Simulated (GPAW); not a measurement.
The system is Be.

```
Be
1.0
     2.28530    0.00000    0.00000
    -1.14265    1.97913    0.00000
     0.00000    0.00000    3.58420
Be
2
Direct
  0.66667 0.33333 0.75000
  0.33333 0.66667 0.25000
```

Base run:

```yaml
Program: GPAW 26.7.0
Functional: RPBE
Potentials_or_basis: the program's PAW data sets (release 1.2.1) made for this functional
Cutoff: 800 eV
Basis: pw
k_mesh: 13 × 13 × 8
Occupations: gaussian, width 0.02 eV
Spin: no spin polarisation
```

Its results: band gap on the k mesh none (metal or under the smearing width); pressure 1.9 GPa.

Question: The run is repeated on the same cell with these changes: functional from RPBE to LDA; occupations from gaussian, width 0.02 eV to gaussian, width 0.05 eV. What comes out?

Answer: Band gap on the k mesh none (metal or under the smearing width); pressure -7.0 GPa.
